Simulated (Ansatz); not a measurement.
# Sb (sc type): how the settings move a single-point run

How sensitive is a single-point run of Sb (sc type) to its settings? A reference run comes first, then one run with altered input.

Program: Ansatz 0.2.0. Level of theory: reference: DFT, PBE, PAW with Ansatz's default frozen-core files, scalar-relativistic. These are calculated values, not measurements.

## 1. The system as given

Symmetry: Pm-3m, No. 221, cubic system. The conventional cell has a = 3.004 Å, b = 3.004 Å, c = 3.004 Å, α = 90.00°, β = 90.00°, γ = 90.00°. Sb (site symmetry m-3m) is surrounded by 6 Sb at 3.00 Å.

Coordinates:

```xyz
1
Lattice="3.0038 0.0000 0.0000 0.0000 3.0038 0.0000 0.0000 0.0000 3.0038" Properties=species:S:1:pos:R:3 pbc="T T T"
Sb    0.0000    0.0000    0.0000
```

## 2. Baseline

input.yaml reads:

```yaml
crystal:
  lattice:
    - [3.0037558881, 0.0, 0.0]
    - [0.0, 3.0037558881, 0.0]
    - [0.0, 0.0, 3.0037558881]
  atoms:
    - { symbol: Sb, position: [0.0, 0.0, 0.0] }
kpoints:
  mp_grid: { grid: [12, 12, 12] }
scf:
  occupations: { method: fermi_dirac, width: 0.05 }
hamiltonian:
  xc: pbe
  pseudopotentials: { kind: paw }
output:
  forces: true
  stress: true
  eigenvalues: true
  populations: true
```

Started as:

```bash
ansatz run input.yaml --threads 1 --pin off --max-ram 2048MiB --backend cpu --events-out ev --progress --plain --runs-dir out
```

## 3. Changed: xc revpbe

input.yaml: that of step 2 with these lines changed.

```diff
@@ -12,3 +12,3 @@
 hamiltonian:
-  xc: pbe
+  xc: revpbe
   pseudopotentials: { kind: paw }
```

Before running it: what results should come out? Wanted: for each run, ending; energy change; pressure; gap; force.

**Answer**, as computed:

| run | ending | energy change | pressure (GPa) | gap (eV) | force (eV/Å) | cycles | time |
| --- | --- | --- | --- | --- | --- | --- | --- |
| reference | converged | - | 7.1 | 0.00 | 0.00 | 6 | 2.5 s |
| 1: xc revpbe | converged | not comparable | 8.1 | 0.00 | 0.00 | 6 | 1.8 s |

Residual by cycle in the longest SCF loop of each run; runs are numbered as in the table. The quantity is the density residual dr2, in eV.

| cycle | reference | run 1 |
| --- | --- | --- |
| 1 | 7.2e-5 | 5.4e-4 |
| 2 | 4.1e-5 | 1.3e-4 |
| 3 | 2.4e-6 | 1.7e-5 |
| 4 | 9.0e-7 | 1.0e-6 |
| 5 | 9.2e-8 | 3.4e-8 |
| 6 | 2.2e-9 | 3.1e-9 |

What this shows: After a change of functional the difference of the totals has no physical meaning; the pressure goes from 7.1 to 8.1 GPa. At this fixed cell a higher pressure means that this functional prefers a larger volume than the reference. Semilocal functionals close small gaps, so the missing gap need not be the real solid's.
